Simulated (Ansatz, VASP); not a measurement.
**One calculation of SiNi, two programs**

INCAR

```
ALGO     = Normal         # electronic algorithm
EDIFF    = 1E-7           # SCF threshold, eV
ENCUT    = 520            # plane-wave cutoff, eV
GGA      = PS             # functional
ISIF     = 2              # what is computed and relaxed
ISMEAR   = -1             # smearing method
ISPIN    = 2              # spin polarisation
KPAR     = 2            
LASPH    = T              # aspherical terms in the spheres
LCHARG   = T              # write CHGCAR
LMAXMIX  = 4              # l up to which the mixer works
LORBIT   = 11             # projections on sites
LREAL    = F              # projectors in reciprocal space
LVHAR    = T            
LWAVE    = F              # write WAVECAR
MAGMOM   = 1 1 1 1 0 0 0 0 # initial moments
NBANDS   = 42             # bands
NELM     = 150            # most SCF steps
PREC     = Accurate       # precision mode
SIGMA    = 0.05           # smearing width, eV
```

Contents of KPOINTS:

```
k-points
0
Gamma
  6 6 6
```

File POSCAR:

```
SiNi
1.0
    4.5036940000      0.0000000000      0.0000000000
    0.0000000000      4.5036940000      0.0000000000
    0.0000000000      0.0000000000      4.5036940000
Ni Si
4 4
Direct
    0.1495040000      0.1495040000      0.1495040000
    0.6495040000      0.3504960000      0.8504960000
    0.8504960000      0.6495040000      0.3504960000
    0.3504960000      0.8504960000      0.6495040000
    0.8468300000      0.8468300000      0.8468300000
    0.3468300000      0.6531700000      0.1531700000
    0.1531700000      0.3468300000      0.6531700000
    0.6531700000      0.1531700000      0.3468300000
```

The input input.yaml:

```yaml
crystal:
  lattice:
    - [4.503694, 0.0, 0.0]
    - [0.0, 4.503694, 0.0]
    - [0.0, 0.0, 4.503694]
  atoms:
    - { symbol: Ni, position: [0.149504, 0.149504, 0.149504], spin: 1.0 }
    - { symbol: Ni, position: [0.649504, 0.350496, 0.850496], spin: 1.0 }
    - { symbol: Ni, position: [0.850496, 0.649504, 0.350496], spin: 1.0 }
    - { symbol: Ni, position: [0.350496, 0.850496, 0.649504], spin: 1.0 }
    - { symbol: Si, position: [0.84683, 0.84683, 0.84683] }
    - { symbol: Si, position: [0.34683, 0.65317, 0.15317] }
    - { symbol: Si, position: [0.15317, 0.34683, 0.65317] }
    - { symbol: Si, position: [0.65317, 0.15317, 0.34683] }
hamiltonian:
  xc: pbesol
  pseudopotentials: { kind: paw }
magnetization:
  spin_polarized: true
kpoints:
  mp_grid: { grid: [6, 6, 6] }
scf:
  occupations: { method: fermi_dirac, width: 0.05 }
output:
  forces: true
  stress: true
  eigenvalues: true
  write_density: true
  write_potential: true
  elf: true
  volumetric_format: npy
```

The cell is a database's computed one.

Alike in both runs: task single point; functional PBEsol; k mesh 6 × 6 × 6; occupations fermi-dirac, width 0.05 eV; collinear spin, ferromagnetic start.

|  | VASP | Ansatz |
| --- | --- | --- |
| version | VASP 6.6.1 | Ansatz 0.2.0 |
| potentials or method | VASP PAW PBE potentials, release 64 (Ni, Si) | Ansatz PAW |
| plane-wave cutoff (eV) | 520 | 420 |
| valence electrons in the cell | 56 | 88 |

|  | VASP | Ansatz | Ansatz less VASP |
| --- | --- | --- | --- |
| gap on the k mesh at the Fermi level (eV) | none | none | - |
| pressure (GPa) | -4.4 | -4.6 | -0.23 |
| rms of the force components (eV/Å) | 0.022 | 0.022 | +0.0004 |
| net moment per atom (μB) | 0.00 | 0.00 | 0.000 |

Atom by atom the forces differ by 0.001 eV/Å (rms over components). A gap of «none» marks a metal or a gap that the smearing closes. The functional is the same, so the differences come from potentials, cutoffs and numerics. The two sets of potentials don't hold the same shells in valence.

Caveats: the PAW data sets were made with another functional, which shifts forces and pressure a little (VASP); the PAW data sets come from PBE, with cores solved anew for the run's functional, which leaves a small shift of forces and pressure (Ansatz); the starting moments weren't kept (Ansatz).
